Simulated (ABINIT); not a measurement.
MoS2:

```xyz
3
Lattice="1.5800 0.9122 6.1500 -1.5800 0.9122 6.1500 0.0000 -1.8244 6.1500" Properties=species:S:1:pos:R:3 pbc="T T T"
Mo    0.0000    0.0000    0.0000
S     0.0000    0.0000    7.6936
S     0.0000    0.0000    4.6125
```

Measurements of this composition are mostly on another form, of space group No. 194.

Base run:

```yaml
Program: ABINIT 10.8.3 (patched build)
Functional: LDA
Potentials_or_basis: PseudoDojo NC SR LDA v0.4.1 standard
Cutoff: 952 eV
k_mesh: 8 × 8 × 8
Occupations: fermi-dirac, width 0.05 eV
Spin: no spin polarisation
```

Its results: band gap on the k mesh 0.96 eV, indirect (least direct gap 2.02 eV); pressure -2.6 GPa; largest force 0.092 eV/Å.

**Question.** The run is repeated on the same cell with these changes: functional from LDA to revPBE; potentials or basis from PseudoDojo NC SR LDA v0.4.1 standard to PseudoDojo NC SR PBE v0.4 stringent; cutoff from 952 eV to 1088 eV. What comes out?

**Answer.** Band gap on the k mesh 1.06 eV, indirect (least direct gap 2.02 eV); pressure 7.1 GPa; largest force 0.546 eV/Å.

Caveats: the potentials were made for another functional, which shifts forces and pressure (some runs).

A k mesh can miss the band edges.

Not every run made on this cell is shown here.
